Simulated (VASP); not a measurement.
# TePb (Fm-3m) in VASP: a series of runs

One crystal, TePb, is run at these levels: LDA, r2SCAN; tasks: relaxation of cell and atoms.

Everything below comes from runs of VASP 6.6.1. Logs are shortened: lines on timing, memory, paths and dates and some standing lists are left out, and cuts for length are marked.

**1. Starting point**

Symmetry: Fm-3m, No. 225, cubic system. The conventional cell has a = 6.210 Å, b = 6.210 Å, c = 6.210 Å, α = 90.00°, β = 90.00°, γ = 90.00°. Te (site symmetry m-3m) is surrounded by 6 Pb at 3.10 Å. Around Pb (site symmetry m-3m) lie 6 Te at 3.10 Å.

**2. Relaxation of cell and atoms, LDA, target pressure 5.02 GPa, at which the enthalpy is minimised**

INCAR reads:

```
PREC = Accurate
ENCUT = 600
EDIFF = 1E-7
ISMEAR = 0
SIGMA = 0.03
LREAL = False
LASPH = True
NELM = 80
ALGO = Normal
ISIF = 3
LWAVE = False
LCHARG = False
IBRION = 2
NSW = 90
EDIFFG = -0.005
PSTRESS = 50.2
```

KPOINTS reads:

```
regular mesh
0
Gamma
  8 8 8
```

POSCAR reads:

```
TePb                                    
1.0
   -0.0000000000      3.1049088186      3.1049088186
    3.1049088186     -0.0000000000      3.1049088186
    3.1049088186      3.1049088186      0.0000000000
  Te              Pb            
     1     1
Direct
     0.5000000000000000    0.5000000000000000    0.5000000000000000
     0.0000000000000000    0.0000000000000000    0.0000000000000000
```

Potentials or basis: VASP PAW LDA potentials, release 64 (Te, Pb_d).

Command:

```bash
$ cat potpaw_LDA.64/Te/POTCAR potpaw_LDA.64/Pb_d/POTCAR > POTCAR
$ mpirun -np 1 vasp_std > vasp.out
```

OUTCAR:

```text
PREC = Accurate
   ENCUT = 600
   EDIFF = 1E-7
   ISMEAR = 0
   LREAL = False
   LASPH = True
   NELM = 80
   ISIF = 3
   IBRION = 2
   NSW = 90
   EDIFFG = -0.005
   PSTRESS = 50.2

 ion  position               nearest neighbor table
   1  0.500  0.500  0.500-   2 3.10   2 3.10   2 3.10   2 3.10   2 3.10   2 3.10
   2  0.000  0.000  0.000-   1 3.10   1 3.10   1 3.10   1 3.10   1 3.10   1 3.10

  LATTYP: Found a face centered cubic cell.
 ALAT       =     6.2098176372

  Lattice vectors:

 A1 = (   0.0000000000,   3.1049088186,   3.1049088186)
 A2 = (   3.1049088186,   0.0000000000,   3.1049088186)
 A3 = (   3.1049088186,   3.1049088186,   0.0000000000)

Analysis of symmetry for initial positions (statically):
=====================================================================
 Subroutine PRICEL returns:
 Original cell was already a primitive cell.

 Routine SETGRP: Setting up the symmetry group for a
 face centered cubic supercell.

 Subroutine GETGRP returns: Found 48 space group operations
 (whereof 48 operations were pure point group operations)
 out of a pool of 48 trial point group operations.

The static configuration has the point symmetry O_h .

Analysis of symmetry for dynamics (positions and initial velocities):
=====================================================================
 Subroutine PRICEL returns:
 Original cell was already a primitive cell.

 Routine SETGRP: Setting up the symmetry group for a
 face centered cubic supercell.

 Subroutine GETGRP returns: Found 48 space group operations
 (whereof 48 operations were pure point group operations)
 out of a pool of 48 trial point group operations.

The dynamic configuration has the point symmetry O_h .

 Subroutine INISYM returns: Found 48 space group operations
 (whereof 48 operations are pure point group operations),
 and found     1 'primitive' translations

----------------------------------------------------------------------------------------

                                     Primitive cell

  volume of cell :      59.8655

  direct lattice vectors                    reciprocal lattice vectors
     0.000000000  3.104908819  3.104908819    -0.161035325  0.161035325  0.161035325
     3.104908819  0.000000000  3.104908819     0.161035325 -0.161035325  0.161035325
     3.104908819  3.104908819  0.000000000     0.161035325  0.161035325 -0.161035325

  length of vectors
     4.391004161  4.391004161  4.391004161     0.278921364  0.278921364  0.278921364

  position of ions in fractional coordinates (direct lattice)
[... 96 lines left out ...]
   IALGO  =     38    algorithm
   IMIX   =      4    mixing-type and parameters
     AMIX     =   0.40;   BMIX     =  1.00
     AMIX_MAG =   1.60;   BMIX_MAG =  1.00
  volume/ion in A,a.u.               =      29.93       202.00
  Fermi-wavevector in a.u.,A,eV,Ry     =   1.135950  2.146635 17.556726  1.290383
  Thomas-Fermi vector in A             =   2.272655
   LORBIT       =      0    0 simple, 1 ext, 2 COOP (PROOUT), +10 PAW based schemes
   GGA     = CA    functional components
   LHFCALC =     F    Hartree Fock is set to
   AEXX    =    0.0000 exact exchange contribution
   IVDW    =     0    specifies the selected vdW correction
   LEPSILON=     F    determine dielectric tensor
   LRPA    =     F    only Hartree local field effects (RPA)
 conjugate gradient relaxation of ions
 non-spin polarized calculation
 Gauss-broadening in eV      SIGMA  =   0.03
  energy-cutoff  :      600.00
  volume of cell :       59.87
 maximum number of plane-waves:      2012
   NGX = 17   NGY = 17   NGZ = 17

--------------------------------------- Ionic step        1  -------------------------------------------

 number of electron      20.0000002 magnetization

 Free energy of the ion-electron system (eV)
  ---------------------------------------------------
  ext. energy  EPLUGINS =         0.00000000
  ---------------------------------------------------
  free energy    TOTEN  =        -8.69998996 eV

  energy without entropy =       -8.69998996  energy(sigma->0) =       -8.69998996

------------------------ aborting loop because EDIFF is reached ----------------------------------------

  FORCE on cell =-STRESS in cart. coord.  units (eV):
  Direction    XX          YY          ZZ          XY          YZ          ZX
  --------------------------------------------------------------------------------------
  -------------------------------------------------------------------------------------
  Total        1.8401367      1.8401367      1.8401367      0.0000000     -0.0000000      0.0000000
  in kB       49.2474932     49.2474932     49.2474932      0.0000000     -0.0000000      0.0000000
  external PRESSURE =      -0.9525068 kB  Pullay stress =      50.2000000 kB
[... 63 lines left out ...]
--------------------------------------- Ionic step        3  -------------------------------------------

 number of electron      20.0000002 magnetization

 Free energy of the ion-electron system (eV)
  ---------------------------------------------------
  ext. energy  EPLUGINS =         0.00000000
  ---------------------------------------------------
  free energy    TOTEN  =        -8.69776864 eV

  energy without entropy =       -8.69776864  energy(sigma->0) =       -8.69776864

 E-fermi :   7.2875     XC(G=0): -10.1131

 val. band max:        7.1391852406   @ k =   0.5000   0.0000   0.0000
 cond. band min:       7.4833716058   @ k =   0.5000   0.0000   0.0000
 fundamental gap:      0.3441863653
 Fermi energy:         7.2874693755

 k-point     1 :       0.0000    0.0000    0.0000
  band No.  band energies     occupation
      1      -9.8418      2.00000
      2      -9.8418      2.00000
      3      -9.8171      2.00000
      4      -9.8171      2.00000
      5      -9.8171      2.00000
      6      -6.0486      2.00000
      7       1.7487      2.00000
      8       5.2571      2.00000
      9       5.2571      2.00000
     10       5.2571      2.00000
     11      11.1950      0.00000
     12      11.1950      0.00000
     13      11.1950      0.00000
     14      12.5821      0.00000
[... 377 lines left out ...]
      1      -9.8979      2.00000
      2      -9.8572      2.00000
      3      -9.8086      2.00000
      4      -9.7982      2.00000
      5      -9.7840      2.00000
      6      -3.9914      2.00000
      7      -1.9330      2.00000
      8       3.5951      2.00000
      9       3.8626      2.00000
     10       6.4410      2.00000
     11       8.1104      0.00000
     12      10.6877      0.00000
     13      11.2972      0.00000
     14      13.7073      0.00000

 [... further k-points ...]
[... 5 lines left out ...]
  --------------------------------------------------------------------------------------
  -------------------------------------------------------------------------------------
  Total        1.8708133      1.8708133      1.8708133     -0.0000000     -0.0000000      0.0000000
  in kB       50.1283667     50.1283667     50.1283667     -0.0000000     -0.0000000      0.0000000
  external PRESSURE =      -0.0716333 kB  Pullay stress =      50.2000000 kB
[... 21 lines left out ...]
  energy  without entropy=       -8.6977686409  energy(sigma->0) =       -8.69776864

  enthalpy is  TOTEN    =        -6.8242819975 eV   P V=        1.8734866435

 reached required accuracy - stopping structural energy minimisation
```

Run time: 20 s. Hardware: 1 thread of Intel Xeon 6975P-C (Granite Rapids), shared host; peak memory 0.19 GiB.

What came out:

```yaml
Free_energy: -8.6978 eV
Relaxed_volume: 29.90 Å³/atom
Relaxed_cell: a = 4.389 Å, b = 4.389 Å, c = 4.389 Å, α = 60.00°, β = 60.00°, γ = 60.00°
Space_group_after_relaxing_to_0.05_Å: Fm-3m (No. 225)
Energy_change_on_relaxing_the_enthalpy_is_what_falls: +1.1 meV/atom
Ionic_steps: 3
Pressure_after_relaxing: 5.0 GPa
Band_gap_on_the_k_mesh: 0.34 eV, direct
```

The path:
| step | energy change (eV) | largest force (eV/Å) | pressure (GPa) | volume (Å³) |
| --- | --- | --- | --- | --- |
| 1 | 0.0000 | 0.0000 | 4.92 | 59.87 |
| 2 | 0.0048 | 0.0000 | 5.12 | 59.71 |
| 3 | 0.0022 | 0.0000 | 5.01 | 59.79 |

Final structure:
```yaml
crystal:
  lattice:
    - [0.00000, 3.10367, 3.10367]
    - [3.10367, 0.00000, 3.10367]
    - [3.10367, 3.10367, 0.00000]
  atoms:
    - { symbol: Te, position: [0.50000, 0.50000, 0.50000] }
    - { symbol: Pb, position: [0.00000, 0.00000, 0.00000] }
```

Levels at points of the mesh, in eV from the valence-band top:
| k point | band 8 | band 9 | band 10 | band 11 | band 12 | band 13 |
| --- | --- | --- | --- | --- | --- | --- |
| (0.00, 0.00, 0.00) | -1.88 | -1.88 | -1.88 | 4.06 | 4.06 | 4.06 |
| (0.50, 0.00, 0.00) | -1.31 | -1.31 | 0.00 | 0.34 | 0.83 | 0.83 |
| (0.50, 0.50, 0.00) | -5.58 | -3.60 | -3.60 | 2.66 | 5.78 | 5.78 |

Caveat: the cell is relaxed towards a set pressure, so the enthalpy falls and the energy may rise; spin-orbit coupling is left out, which as a rule narrows the gap of such compounds by several tenths of an eV. A k mesh can miss the band edges.

**3. Relaxation of cell and atoms, r2SCAN**

This run uses another cell than the first one, of 33.73 Å³/atom, 1.127 times its volume.

INCAR reads:

```
SYSTEM = TePb
PREC = Accurate
ENCUT = 600
EDIFF = 1E-6
ISMEAR = 0
SIGMA = 0.03
LREAL = .False.
LASPH = .True.
NELM = 80
ALGO = Normal
ISIF = 3
LWAVE = .False.
LCHARG = .False.
METAGGA = R2SCAN
LMIXTAU = .True.
IBRION = 2
NSW = 90
EDIFFG = -0.01
```

KPOINTS reads:

```
Automatic mesh
0
Gamma
  8 8 8
  0 0 0
```

POSCAR reads:

```
TePb
1.0
    0.0000000000      3.2310000000      3.2310000000
    3.2310000000      0.0000000000      3.2310000000
    3.2310000000      3.2310000000      0.0000000000
Te Pb
1 1
Direct
    0.5000000000      0.5000000000      0.5000000000
    0.0000000000      0.0000000000      0.0000000000
```

Potentials or basis: VASP PAW PBE potentials, release 64 (Te, Pb_d).

Command:

```bash
$ cat potpaw_PBE.64/Te/POTCAR potpaw_PBE.64/Pb_d/POTCAR > POTCAR
$ mpirun -np 1 vasp_std > vasp.out
```

OUTCAR:

```text
SYSTEM = TePb
   PREC = Accurate
   ENCUT = 600
   EDIFF = 1E-6
   ISMEAR = 0
   LREAL = .False.
   LASPH = .True.
   NELM = 80
   ISIF = 3
   METAGGA = R2SCAN
   IBRION = 2
   NSW = 90
   EDIFFG = -0.01

 ion  position               nearest neighbor table
   1  0.500  0.500  0.500-   2 3.23   2 3.23   2 3.23   2 3.23   2 3.23   2 3.23
   2  0.000  0.000  0.000-   1 3.23   1 3.23   1 3.23   1 3.23   1 3.23   1 3.23

  LATTYP: Found a face centered cubic cell.
 ALAT       =     6.4620000000

  Lattice vectors:

 A1 = (   0.0000000000,   3.2310000000,   3.2310000000)
 A2 = (   3.2310000000,   0.0000000000,   3.2310000000)
 A3 = (   3.2310000000,   3.2310000000,   0.0000000000)

Analysis of symmetry for initial positions (statically):
=====================================================================
[... 263 lines left out ...]
 Fermi energy:         5.2755466412

 k-point     1 :       0.0000    0.0000    0.0000
  band No.  band energies     occupation
      1     -12.2463      2.00000
      2     -12.2463      2.00000
      3     -12.2371      2.00000
      4     -12.2371      2.00000
      5     -12.2371      2.00000
      6      -7.1527      2.00000
      7      -0.6495      2.00000
      8       3.7159      2.00000
      9       3.7159      2.00000
     10       3.7159      2.00000
     11       9.3870      0.00000
     12       9.3870      0.00000
     13       9.3870      0.00000
     14      11.3364      0.00000
[... 377 lines left out ...]
      1     -12.2734      2.00000
      2     -12.2539      2.00000
      3     -12.2316      2.00000
      4     -12.2268      2.00000
      5     -12.2198      2.00000
      6      -5.5449      2.00000
      7      -3.3803      2.00000
      8       2.3656      2.00000
      9       2.5665      2.00000
     10       4.5961      2.00000
     11       6.6805      0.00000
     12       8.8791      0.00000
     13       9.2883      0.00000
     14      12.3482      0.00000

 [... further k-points ...]
[... 5 lines left out ...]
  --------------------------------------------------------------------------------------
  -------------------------------------------------------------------------------------
  Total        0.0029684      0.0029684      0.0029684      0.0000000     -0.0000000      0.0000000
  in kB        0.0681544      0.0681544      0.0681544      0.0000000     -0.0000000      0.0000000
  external PRESSURE =       0.0681544 kB  Pullay stress =       0.0000000 kB
[... 17 lines left out ...]
  FREE ENERGIE OF THE ION-ELECTRON SYSTEM (eV)
  ---------------------------------------------------
  free  energy   TOTEN  =       -82.7063878904 eV

  energy  without entropy=      -82.7063878904  energy(sigma->0) =      -82.70638789

 reached required accuracy - stopping structural energy minimisation
```

CONTCAR:

```text
TePb
   1.00000000000000
     0.0000000000000000    3.2676419677792206    3.2676419677792206
     3.2676419677792206   -0.0000000000000000    3.2676419677792206
     3.2676419677792206    3.2676419677792206    0.0000000000000000
  Te              Pb
     1     1
Direct
     0.5000000000000000    0.5000000000000000    0.5000000000000000
     0.0000000000000000    0.0000000000000000    0.0000000000000000

  0.00000000E+00  0.00000000E+00  0.00000000E+00
  0.00000000E+00  0.00000000E+00  0.00000000E+00
```

It took 4.5 min on 1 thread of Intel Xeon Platinum 8488C (Sapphire Rapids), shared host; peak memory 0.28 GiB.

Results:

| Item | Value |
| --- | --- |
| Free energy | -82.7064 eV |
| Relaxed volume | 34.89 Å³/atom |
| Relaxed cell | a = 4.621 Å, b = 4.621 Å, c = 4.621 Å, α = 60.00°, β = 60.00°, γ = 60.00° |
| Space group after relaxing (to 0.05 Å) | Fm-3m (No. 225) |
| Energy gained by relaxing | 5.4 meV/atom |
| Ionic steps | 3 |
| Pressure after relaxing | 0.0 GPa |
| Band gap on the k mesh | 1.09 eV, direct |

The path:
```
step  energy change (eV)  largest force (eV/Å)  pressure (GPa)  volume (Å³)
   1              0.0000                0.0000            1.55        67.46
   2             -0.0094                0.0000           -0.53        70.69
   3             -0.0109                0.0000            0.01        69.78
```

Final structure:
```
Te Pb
1.0
     0.00000    3.26764    3.26764
     3.26764    0.00000    3.26764
     3.26764    3.26764    0.00000
Te Pb
1 1
Direct
  0.50000 0.50000 0.50000
  0.00000 0.00000 0.00000
```

Caveat: the PAW data sets were made with another functional, which shifts forces and pressure a little; spin-orbit coupling is left out, which as a rule narrows the gap of such compounds by several tenths of an eV. A k mesh can miss the band edges.

**4. Relaxation of cell and atoms, r2SCAN**

This run uses another cell than the first one, of 34.89 Å³/atom, 1.166 times its volume.

INCAR: that of step 3 with these lines changed.

```diff
@@ -3,3 +3,3 @@
 ENCUT = 600
-EDIFF = 1E-6
+EDIFF = 1E-7
 ISMEAR = 0
@@ -17,2 +17,2 @@
 NSW = 90
-EDIFFG = -0.01
+EDIFFG = -0.005
```

KPOINTS is that of step 3.

POSCAR reads:

```
TePb                                    
1.0
    0.0000000000      3.2676419678      3.2676419678
    3.2676419678     -0.0000000000      3.2676419678
    3.2676419678      3.2676419678      0.0000000000
  Te              Pb            
     1     1
Direct
     0.5000000000000000    0.5000000000000000    0.5000000000000000
     0.0000000000000000    0.0000000000000000    0.0000000000000000
```

Command:

```bash
$ cat potpaw_PBE.64/Te/POTCAR potpaw_PBE.64/Pb_d/POTCAR > POTCAR
$ mpirun -np 1 vasp_std > vasp.out
```

It took 2.5 min on 1 thread of Intel Xeon Platinum 8488C (Sapphire Rapids), shared host; peak memory 0.27 GiB.

The run converged. Its results:

| Property | Result |
| --- | --- |
| Free energy | -82.7067 eV |
| Pressure after relaxing | 0.0 GPa |
| Band gap on the k mesh | 1.09 eV, direct |

Final structure:
```xyz
2
Lattice="0.0000 3.2676 3.2676 3.2676 0.0000 3.2676 3.2676 3.2676 0.0000" Properties=species:S:1:pos:R:3 pbc="T T T"
Te    3.2676    3.2676    3.2676
Pb    0.0000    0.0000    0.0000
```

Levels at points of the mesh, in eV from the valence-band top:
```tsv
k point	band 8	band 9	band 10	band 11	band 12	band 13
(0.00, 0.00, 0.00)	-1.35	-1.35	-1.35	4.32	4.32	4.32
(0.50, 0.00, 0.00)	-0.90	-0.90	0.00	1.09	1.51	1.51
(0.50, 0.50, 0.00)	-4.41	-2.76	-2.76	3.74	5.71	5.71
```

Caveat: the relaxation stopped at its first step, so nothing moved; the PAW data sets were made with another functional, which shifts forces and pressure a little; spin-orbit coupling is left out, which as a rule narrows the gap of such compounds by several tenths of an eV. A k mesh can miss the band edges.
